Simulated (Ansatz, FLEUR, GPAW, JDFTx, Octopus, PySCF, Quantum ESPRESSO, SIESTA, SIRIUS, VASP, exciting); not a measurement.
## CdS: 12 runs at one level of theory

```
Cd S
1.0
     0.00000    2.91650    2.91650
     2.91650    0.00000    2.91650
     2.91650    2.91650    0.00000
Cd S
1 1
Direct
  0.00000 0.00000 0.00000
  0.75000 0.75000 0.75000
```

Alike in all runs: functional PBE; k mesh 8 × 8 × 8; occupations fermi-dirac, width 0.05 eV; no spin polarisation; no spin-orbit coupling. Pressure is positive in compression and, in plane waves, holds the error of the finite cutoff, which Ansatz's Pulay term estimates and takes out.

| program and potentials | plane-wave cutoff (eV) | notes | band gap (eV) | pressure (GPa) |
| --- | --- | --- | --- | --- |
| GPAW, GPAW PAW data sets (gpaw-data 1.2.1) | 600 | 9 valence electrons an atom on average | 1.13 | 2.60 |
| SIRIUS, PseudoDojo 0.4.1 PBE standard (scalar relativistic) | 1388 | 13 valence electrons an atom on average | 1.15 | 2.86 |
| SIESTA, files PseudoDojo sr-pbe-0.4.1-standard, DZP (energy shift 0.003 Ry; two zetas on semicore shells) | - | atomic basis; 13 valence electrons an atom on average | 1.36 | 3.17 |
| VASP, PBE PAW files Cd, S, 520 eV | 520 | 9 valence electrons an atom on average | 1.15 | 3.21 |
| exciting, all-electron LAPW+lo, shipped species files, valence relativity iora* | - | - | 1.14 | - |
| PySCF, DZVP-MOLOPT-SR/GTH-PBE (potentials made for PBE) | - | atomic basis; 9 valence electrons an atom on average | 1.12 | - |
| Quantum ESPRESSO, SSSP 1.3 efficiency PBE | 816 | 9 valence electrons an atom on average | 1.12 | 2.92 |
| JDFTx, PseudoDojo-SR-PBE-0.5-standard with smoothed tails | 1388 | 13 valence electrons an atom on average | 1.15 | 2.86 |
| Ansatz, all-electron LAPW, scalar-relativistic | - | - | 1.15 | 2.88 |
| FLEUR, all-electron, FLAPW | - | - | 1.14 | - |
| Ansatz, Ansatz PAW (earlier soft set) | 420 | 13 valence electrons an atom on average; Pulay term of +0.03 GPa included | 1.14 | 2.87 |
| Octopus, pseudodojo_pbe (PseudoDojo 0.5, PBE) | - | 13 valence electrons an atom on average | 1.15 | - |

The band gap spans 1.12 (PySCF, DZVP-MOLOPT-SR/GTH-PBE (potentials made for PBE)) to 1.36 eV (SIESTA, files PseudoDojo sr-pbe-0.4.1-standard, DZP (energy shift 0.003 Ry; two zetas on semicore shells)), with all-electron results at 1.14 to 1.15. The pressure spans 2.60 (GPAW, GPAW PAW data sets (gpaw-data 1.2.1)) to 3.21 GPa (VASP, PBE PAW files Cd, S, 520 eV), with all-electron results at 2.88. Rows in atomic bases carry the error of their basis and grid, which can be large.

The functional is the same throughout but for its coding, so the spread measures potentials, basis and numerics; runs on potential files found faulty are left out.
